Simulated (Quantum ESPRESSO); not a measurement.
## GaAs in Quantum ESPRESSO: the effect of functional

GaAs:

```
As Ga
1.0
     0.00000    2.82685    2.82685
     2.82685    0.00000    2.82685
     2.82685    2.82685    0.00000
As Ga
1 1
Direct
  0.75000 0.75000 0.75000
  0.00000 0.00000 0.00000
```

Alike in all runs:

| Item | Value |
| --- | --- |
| Program | Quantum ESPRESSO 7.5 |
| Task | phonons |
| Cutoff | 762 eV |
| Density cutoff | 6095 eV |
| k mesh | 6 × 6 × 6, shifted |
| Occupations | fermi-dirac, width 0.05 eV |
| Spin | no spin polarisation |

Each run relaxes the cell or the atoms first.

| functional | potentials or basis | relaxed volume (Å³/atom) | highest phonon frequency (cm⁻¹) |
| --- | --- | --- | --- |
| LDA | GBRV 1.5 LDA | 22.09 | 269 |
| BLYP | GBRV 1.5 PBE | 25.19 | 240 |
| PW91 | GBRV 1.5 PBE | 23.71 | 252 |
| revPBE | GBRV 1.5 PBE | ? | ? |
| vdW-DF-cx | GBRV 1.5 PBE | 22.88 | 263 |

Task: What does the run with functional revPBE give?

Result: Relaxed volume 24.29 Å³/atom; highest phonon frequency 248 cm⁻¹.

Caveats: the potentials were made for another functional, which shifts forces and pressure (some runs); the mesh is thin for the phonons of a metal (some runs); before the sum rule the acoustic modes lie tens of cm⁻¹ from zero, a sign that the density grid also shifts the optical modes (some runs).

Runs at the PBE level aren't shown here.
